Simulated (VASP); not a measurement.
Set up this calculation in VASP 6.6.1, as the native input.

| Quantity | Value |
| --- | --- |
| Task | relaxation of cell and atoms |
| Functional | PBE |
| Dispersion | D3(BJ) |
| Potentials or basis | VASP PAW PBE potentials, release 64 (Si) |
| Cutoff | 600 eV |
| k mesh | 16 × 16 × 16 |
| Occupations | methfessel-paxton, width 0.1 eV |
| Spin | no spin polarisation |
| Further INCAR settings | ALGO = Normal; EDIFF = 1e-07; IBRION = 2; EDIFFG = -0.005; NSW = 90; ISIF = 3 |

The structure of Si lies in POSCAR:

```
Si                                      
1.0
    0.0000000000      1.8965578510      1.8965578510
    1.8965578510      0.0000000000      1.8965578510
    1.8965578510      1.8965578510      0.0000000000
  Si            
     1
Direct
     0.0000000000000000    0.0000000000000000    0.0000000000000000
```

This isn't the form of Si at room conditions, which is diamond.

The input as run:

INCAR

```
ALGO = Normal ; EDIFF = 1E-7
EDIFFG = -0.005 ; ENCUT = 600
GGA = PE ; IBRION = 2
ISIF = 3 ; ISMEAR = 1
IVDW = 12 ; LASPH = T
LCHARG = F ; LREAL = F
LWAVE = F ; NELM = 80
NSW = 90 ; PREC = Accurate
SIGMA = 0.1
```

KPOINTS

```
k-points
0
Gamma
  16 16 16
```

Potentials or basis: VASP PAW PBE potentials, release 64 (Si).

Launch:

```sh
$ cat potpaw_PBE.64/Si/POTCAR > POTCAR
$ mpirun -np 1 vasp_std > vasp.out
```

Results of the run:

```yaml
Pressure_after_relaxing: 0.0 GPa
Band_gap_on_the_k_mesh: none (metal or under the smearing width)
Dispersion_energy_per_atom: -0.455 eV
```

Caveat: the relaxation stopped at its first step, so nothing moved; pairwise dispersion overbinds metals, which lowers pressure and volume.

Run time: 4.6 s on 1 thread of Intel(R) Xeon(R) 6975P-C (Granite Rapids), on a shared host, peak memory 0.14 GiB.
